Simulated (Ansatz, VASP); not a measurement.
## Hf: VASP beside Ansatz

INCAR

```
SYSTEM = Hf
PREC = Accurate ; ENCUT = 520
EDIFF = 1E-6 ; ISMEAR = -1
SIGMA = 0.1 ; LREAL = .False.
LASPH = .True. ; NELM = 60
ALGO = Normal ; ISIF = 2
LWAVE = .False. ; LCHARG = .True.
GGA = PE ; LELF = .True.
LVHAR = .True. ; NBANDS = 11
```

Contents of KPOINTS:

```
Automatic mesh
0
Gamma
  14 14 14
  0 0 0
```

The input POSCAR:

```
Hf
1.0
    0.0000000000      2.2130074095      2.2130074095
    2.2130074095      0.0000000000      2.2130074095
    2.2130074095      2.2130074095      0.0000000000
Hf
1
Direct
    0.0000000000      0.0000000000      0.0000000000
```

Input for Ansatz:

```yaml
crystal:
  lattice:
    - [0.0, 2.2130074095, 2.2130074095]
    - [2.2130074095, 0.0, 2.2130074095]
    - [2.2130074095, 2.2130074095, 0.0]
  atoms:
    - { symbol: Hf, position: [0.0, 0.0, 0.0] }
hamiltonian:
  xc: pbe
  pseudopotentials:
    kind: paw
    azcp:
      Hf: "pseudopotentials/Hf.paw.azcp"
basis:
  ecutwfc: 420
  fft_grid_basis: typed
kpoints:
  mp_grid: { grid: [14, 14, 14], shift: [0, 0, 0] }
magnetization:
  spin_polarized: false
scf:
  occupations: { method: fermi_dirac, width: 0.1 }
  lower_state_search: "off"
output:
  stress: true
```

Alike in both runs: task single point; functional PBE; k mesh 14 × 14 × 14; occupations fermi-dirac, width 0.1 eV; no spin polarisation.

|  | VASP | Ansatz |
| --- | --- | --- |
| version | VASP 6.6.1 | Ansatz 0.2.0 |
| potentials or method | VASP PAW PBE potentials, release 64 (Hf_pv) | plane waves (420 eV) with PAW, scalar-relativistic |
| plane-wave cutoff (eV) | 520 | 420 |
| valence electrons in the cell | 10 | 26 |

VASP gave:

- pressure (GPa): 4.0

Problem. Estimate Ansatz's values.

Solution. Pressure (GPa): 4.5.

The functional is the same, so the differences come from potentials, cutoffs and numerics. The two sets of potentials don't hold the same shells in valence.

The runs have no spin-orbit coupling, so splittings on Hf are missing.
